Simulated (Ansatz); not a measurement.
# Kick test of a cell of Li

The cell was reached from a generator's guess, though it ends in a space group that the Crystallography Open Database lists for this formula.

Method: DFT PBE, scalar-relativistic, plane waves, PAW (Ansatz 0.2.0). Cutoff 420 eV; k points 12×12×16 on the computed 3-atom cell (Γ-centred); Gaussian smearing, width 0.10 eV; no spin polarisation.

The cell below (3 atoms, space group P6/mmm (No. 191)) is relaxed within its symmetry.

```
Li
1.0
     2.46191   -4.26248    0.00000
     2.46191    4.26248    0.00000
     0.00000    0.00000    2.89579
Li
3
Cartesian
  2.4619 -1.4211 1.4479
  2.4619 1.4211 1.4479
  0.0000 0.0000 0.0000
```

For the test a repeat of it with 6 atoms (edges 4.92, 4.92, 5.79 Å) was strained at random (σ = 1.5 % a component), the atoms were moved at random (σ = 0.10 Å), and all was relaxed again on a coarse 6×6×4 mesh (in the run’s order of axes) with 0.20 eV smearing, with no symmetry imposed.

Task: What happens?

Result: It doesn't return. The energy falls by 9 meV/atom on that mesh, the volume changes by 0.4 %, and the end has space group I4/mmm (No. 139) at a loose tolerance. Relaxed again on a 22×22×22 mesh with 0.10 eV smearing, the new structure lies 12 meV/atom below the first (mesh in the axes of the run's cell; the cell below is made exact in the group named). Space group I4/mmm (No. 139), tetragonal, a = 3.408 Å, c = 3.495 Å. Li is surrounded by 8 Li at 2.98 Å and 6 Li at 3.41–3.49 Å.

```
Li
1.0
    -1.70416    1.70416    1.74728
     1.70416   -1.70416    1.74728
     1.70416    1.70416   -1.74728
Li
1
Direct
  0.00000 0.00000 0.00000
```
